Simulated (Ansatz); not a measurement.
## Every step of a relaxation of Bi (simple hexagonal type)

DFT, PBE, PAW with Ansatz's default frozen-core files, scalar-relativistic (Ansatz 0.2.0); a Γ-centred 15×15×13 k mesh, Fermi–Dirac smearing of 0.1 eV, no spin polarisation. The run relaxes cell and atoms at a target pressure of 44 GPa.

Command: `ansatz run input.yaml --threads 1 --pin off --max-ram 3584MiB --backend cpu --events-out ev --progress --plain --runs-dir out` It took 17 s on 1 thread of Arm Neoverse V2, with other jobs on the host, peak memory 0.34 GiB.

```yaml
crystal:
  lattice:
    - [3.0203883587, 0.0, 0.0]
    - [-1.5101941794, 2.6157330479, 0.0]
    - [0.0, 0.0, 2.8391650572]
  atoms:
    - { symbol: Bi, position: [0.0, 0.0, 0.0] }
kpoints:
  mp_grid: { grid: [15, 15, 13] }
scf:
  occupations: { method: fermi_dirac, width: 0.1 }
hamiltonian:
  xc: pbe
  pseudopotentials: { kind: paw }
output:
  forces: true
  stress: true
  eigenvalues: true
  write_density: true
  write_potential: true
  elf: true
  volumetric_format: npy
relax:
  f_tol: 0.005
  max_steps: 40
  cell: { p_target: 44.0, stress_tol: 0.03 }
```

Each step lists its enthalpy F + pV a cell above the last geometry, the pressure, the cell vectors (Å), and Cartesian positions (Å) with forces (eV/Å).

The first step:

```
step 1  dH = 18.62 meV  P = 51.5 GPa
  cell 3.0204 0.0000 0.0000  -1.5102 2.6157 0.0000  0.0000 0.0000 2.8392
  Bi 0.0000 0.0000 0.0000   0.0000 0.0000 0.0000
```

Spin–orbit coupling is left out, which matters for the heavy atoms.

The symmetry of the start is kept and no stability test is made, so the end need not be the stable phase.

Where does the relaxation end, and by which steps?

After 5 geometries, with conventional a, b, c = 3.043, 3.043, 2.889 Å, at 23.171 Å³/atom (+3.30 % against the start) in space group P6/mmm, with a shortest distance of 2.889 Å. The further steps:
```
step 2  dH = 87.03 meV  P = 29.6 GPa  (not accepted)
  cell 3.1119 0.0000 0.0000  -1.5560 2.6950 0.0000  0.0000 0.0000 2.9776
  Bi 0.0000 0.0000 0.0000   0.0000 0.0000 0.0000
step 3  dH = 0.24 meV  P = 43.2 GPa
  cell 3.0470 0.0000 0.0000  -1.5235 2.6388 0.0000  0.0000 0.0000 2.8922
  Bi 0.0000 0.0000 0.0000   0.0000 0.0000 0.0000
step 4  dH = 0.00 meV  P = 43.9 GPa
  cell 3.0437 0.0000 0.0000  -1.5219 2.6359 0.0000  0.0000 0.0000 2.8888
  Bi 0.0000 0.0000 0.0000   0.0000 0.0000 0.0000
step 5  dH = 0.00 meV  P = 44.0 GPa
  cell 3.0432 0.0000 0.0000  -1.5216 2.6355 0.0000  0.0000 0.0000 2.8890
  Bi 0.0000 0.0000 0.0000   0.0000 0.0000 0.0000
step 6  dH = -0.26 meV  P = 44.0 GPa  (same geometry on a basis chosen anew; earlier energies don't compare to the last digit)
  cell 3.0432 0.0000 0.0000  -1.5216 2.6355 0.0000  0.0000 0.0000 2.8890
  Bi 0.0000 0.0000 0.0000   0.0000 0.0000 0.0000
```
